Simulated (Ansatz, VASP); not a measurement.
## One calculation of TiO2, two programs

```
CELL_PARAMETERS angstrom
4.59984 0.00000 0.00000
0.00000 4.59984 0.00000
0.00000 0.00000 2.95921
ATOMIC_POSITIONS crystal
Ti 0.00000 0.00000 0.50000
Ti 0.50000 0.50000 0.00000
O 0.30432 0.30432 0.50000
O 0.19568 0.80432 0.00000
O 0.80432 0.19568 0.00000
O 0.69568 0.69568 0.50000
```

The cell is a database's computed one.

Alike in both runs: task single point; functional PBE; k mesh 6 × 6 × 9; occupations gaussian, width 0.015 eV; no spin polarisation.

|  | VASP | Ansatz |
| --- | --- | --- |
| version | VASP 6.6.1 | Ansatz 0.2.0 |
| potentials or method | VASP PAW PBE potentials, release 64 (Ti_sv, O) | Ansatz PAW |
| plane-wave cutoff (eV) | 520 | 420 |
| valence electrons in the cell | 48 | 48 |

```csv
,VASP,Ansatz,Ansatz less VASP
gap on the k mesh at the Fermi level (eV),1.84,1.87,+0.027
least direct gap on the mesh (eV),1.84,1.87,+0.027
pressure (GPa),5.0,4.2,-0.73
largest component of the traceless stress (GPa),0.35,0.55,+0.201
rms of the force components (eV/Å),0.010,0.002,-0.0081
```

Atom by atom the forces differ by 0.012 eV/Å (rms over components). The functional is the same, so the differences come from potentials, cutoffs and numerics.

Caveats: an odd mesh through Γ misses points on the zone boundary, where band edges often lie (VASP); odd divisions of the mesh miss points on the zone boundary, where band edges often lie, so the gap on the mesh can be too wide (Ansatz); the pressure holds a Pulay correction of +0.7 GPa for the finite cutoff (Ansatz). PBE gaps usually lie below the measured ones, often by a third to a half.
